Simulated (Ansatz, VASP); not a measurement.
## C: VASP beside Ansatz

INCAR

```
PREC = Accurate
ENCUT = 520
EDIFF = 1E-7
ISMEAR = -1
SIGMA = 0.1
LREAL = False
LASPH = True
NELM = 60
ALGO = Fast
ISIF = 2
LWAVE = False
LCHARG = False
GGA = B5
ALDAX = 1.0
AGGAX = 1.0
AGGAC = 1.0
ALDAC = 0.0
NBANDS = 11
```

KPOINTS

```
regular mesh
0
Gamma
  22 22 4
```

The input POSCAR:

```
C
1.0
    1.8043413712      0.0000000000      0.0000000000
   -0.9021706856      1.5626054646      0.0000000000
    0.0000000000      0.0000000000      8.9261100627
C
2
Direct
    0.3333333333      0.6666666667      0.2500000000
    0.6666666667      0.3333333333      0.7500000000
```

Input for Ansatz:

```yaml
crystal:
  lattice:
    - [1.8043413712, 0.0, 0.0]
    - [-0.9021706856, 1.5626054646, 0.0]
    - [0.0, 0.0, 8.9261100627]
  atoms:
    - { symbol: C, position: [0.3333333333, 0.6666666667, 0.25] }
    - { symbol: C, position: [0.6666666667, 0.3333333333, 0.75] }
hamiltonian:
  xc: blyp
  pseudopotentials:
    kind: paw
    azcp:
      C: "pseudopotentials/C.paw.azcp"
basis:
  ecutwfc: 420
  fft_grid_basis: typed
kpoints:
  mp_grid: { grid: [22, 22, 4], shift: [0, 0, 0] }
magnetization:
  spin_polarized: false
scf:
  occupations: { method: fermi_dirac, width: 0.1 }
  lower_state_search: "off"
output:
  stress: true
```

Alike in both runs: task single point; functional BLYP; k mesh 22 × 22 × 4; occupations fermi-dirac, width 0.1 eV; no spin polarisation.

|  | VASP | Ansatz |
| --- | --- | --- |
| version | VASP 6.6.1 | Ansatz 0.2.0 |
| potentials or method | VASP PAW PBE potentials, release 64 (C) | plane waves (420 eV) with PAW, scalar-relativistic |
| plane-wave cutoff (eV) | 520 | 420 |
| valence electrons in the cell | 8 | 8 |

VASP gave:

- pressure (GPa): -0.8
- largest component of the traceless stress (GPa): 1.10

Task: What did Ansatz give for the same quantities?

Result: Pressure (GPa): -0.7; largest component of the traceless stress (GPa): 1.06.

With one functional, cell and mesh, what is left measures potentials, basis and numerics.

Caveats: the PAW data sets were made with another functional, which shifts forces and pressure a little (VASP); this functional lacks dispersion, which binds the layers, so the pressure and a relaxed spacing across them are unreliable.
